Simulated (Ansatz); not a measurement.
**Stiffness of BaO from strained cells**

```
CELL_PARAMETERS angstrom
0.00000 2.75000 2.75000
2.75000 0.00000 2.75000
2.75000 2.75000 0.00000
ATOMIC_POSITIONS crystal
Ba 0.00000 0.00000 0.00000
O 0.50000 0.50000 0.50000
```

Atom numbers follow the list: Ba1, O2.

The cell comes from COD entry 5910030, which wasn't checked; take it as a given geometry. It differs from other determinations.

Spin–orbit coupling is left out, though it moves levels of the heavy atoms by tenths of an eV or more.

The calculation used DFT, LDA, all-electron LAPW, scalar-relativistic (Ansatz 0.2.0).

The runs use a Γ-centred 8×8×8 k mesh, Fermi–Dirac smearing of 0.02 eV, basis error target 0.5 meV/atom, no spin polarisation.

The unstrained cell is at -2.85 GPa. Large strains and very small stresses are left out. Each strain is applied once, with fractional coordinates held (clamped ions), and σ below is the change of stress, positive in tension. One finite strain gives stress–strain coefficients at this pressure with an error of the order of the strain times third-order constants, a few per cent for each per cent of strain.

With equal xy, yz and zx engineering shear strains of -1 %, the run gives σxy = -0.35 GPa and γxy = 2εxy = -0.0100. Which stiffness follows?

C44 (clamped ions) = σxy/γxy = 35 GPa.

With equal xy, yz and zx engineering shear strains of +1 %, the run gives σxy = 0.37 GPa and γxy = 2εxy = 0.0100. Which stiffness follows?

C44 (clamped ions) = σxy/γxy = 37 GPa.

The two estimates of C44 (clamped ions) differ. Why, and which value is best?

Finite strains add third-order terms, which change sign with the strain; interpolating the two linearly to zero strain gives 36 GPa, the better value.
